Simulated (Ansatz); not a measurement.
**Redistribution: C5H10O + C4H10S → C5H10S + C4H10O**

Species: C5H10O `OC1CCCC1`, singlet; C4H10S `CC(C)(C)S`, singlet; C5H10S (cyclopentanethiol) `SC1CCCC1`, singlet; C4H10O (tert-butanol) `CC(C)(C)O`, singlet. The partners trade OH for SH; both sit on C, so the bond types are kept.

Shapes, held fixed at every level: PBE0-D4/def2-TZVP. Flexible molecules stand in one conformer, not always the lowest. Programs: Ansatz 0.2.0. Electronic energies: no zero-point or thermal term.

```
               level                   kind  ΔE (kJ/mol)  less CCSD(T)/CBS estimate
       HF/def2-TZVPP           Hartree–Fock        -17.6                       -6.8
   PBE-D4/def2-TZVPP                    GGA         -9.4                       +1.4
r2SCAN-D4/def2-TZVPP               meta-GGA        -11.6                       -0.8
 BHLYP-D4/def2-TZVPP          global hybrid        -12.6                       -1.8
      MP2/def2-TZVPP    perturbation theory         -9.5                       +1.3
    CCSD(T)/def2-SVP  coupled cluster or CI        -11.4                       -0.6
     CCSD/def2-TZVPP  coupled cluster or CI        -11.8                       -1.0
CCSD(T)/CBS estimate  coupled cluster or CI        -10.8                        0.0
```

The highest level, CCSD(T)/CBS estimate, gives ΔE = -10.8 kJ/mol; the levels span -17.6 to -9.4. The column of differences is taken from that level and isn't an error. No measured value is set beside it here. The CBS estimate extrapolates MP2 from def2-TZVPP and def2-QZVPP and adds CCSD(T) − MP2 in the triple-zeta set, cores frozen.
